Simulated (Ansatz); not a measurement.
Isolated molecules relaxed with PBE0-D4/def2-TZVP in Ansatz; ΔE leaves out vibrations. CBS: MP2 limit from def2 TZ/QZ plus the TZ coupled-cluster correction, frozen cores. This one scheme is used for every species. DFT in def2-TZVPP. B3LYP here is the variant with VWN-RPA as its local correlation; programs differ in this. Each species was taken in one conformer, which may not be the lowest.

Reaction (ligand exchange at the Si–S bond): `[SiH3]SC1CO1` + `OCCO` → `OCCO[SiH3]` + `SC1CO1`

```
             level  ΔE (kJ/mol)  difference from CCSD(T)/CBS
            PBE-D4        -16.0                         14.0
         r2SCAN-D4        -26.2                          3.8
           PBE0-D4        -19.4                         10.6
          B3LYP-D4        -32.5                         -2.5
           ωB97X-V        -30.7                         -0.7
           ωB97M-V        -30.3                         -0.3
            B2PLYP        -34.7                         -4.7
               PBE        -17.3                         12.7
            r2SCAN        -26.3                          3.7
              PBE0        -20.5                          9.5
             B3LYP        -34.8                         -4.8
     HF/def2-TZVPP        -47.5                        -17.5
    MP2/def2-TZVPP        -30.5                         -0.5
SCS-MP2/def2-TZVPP        -36.2                         -6.2
   CCSD/def2-TZVPP        -35.5                         -5.5
CCSD(T)/def2-TZVPP        -32.5                         -2.5
     HF/def2-QZVPP        -49.3                        -19.3
    MP2/def2-QZVPP        -29.7                          0.3
SCS-MP2/def2-QZVPP        -35.2                         -5.2
      HF/CBS(def2)        -49.5                        -19.5
     MP2/CBS(def2)        -28.1                          1.9
    CCSD/CBS(def2)        -33.1                         -3.1
       CCSD(T)/CBS        -30.0                            0
```

Largest T1 diagnostic among the species: 0.012.

In def2-TZVPP, CCSD(T) changes the Hartree–Fock value by +15.1 kJ/mol (the triples alone add +3.0 kJ/mol) and MP2 by +17.0 kJ/mol. From PBE to PBE0 (25 % exact exchange), in def2-TZVPP and without D4, ΔE moves by −3.2 kJ/mol.

CCSD(T)/CBS has its own doubt, a few kJ/mol and more with outer-core shells, so smaller differences from it don't rank the levels.
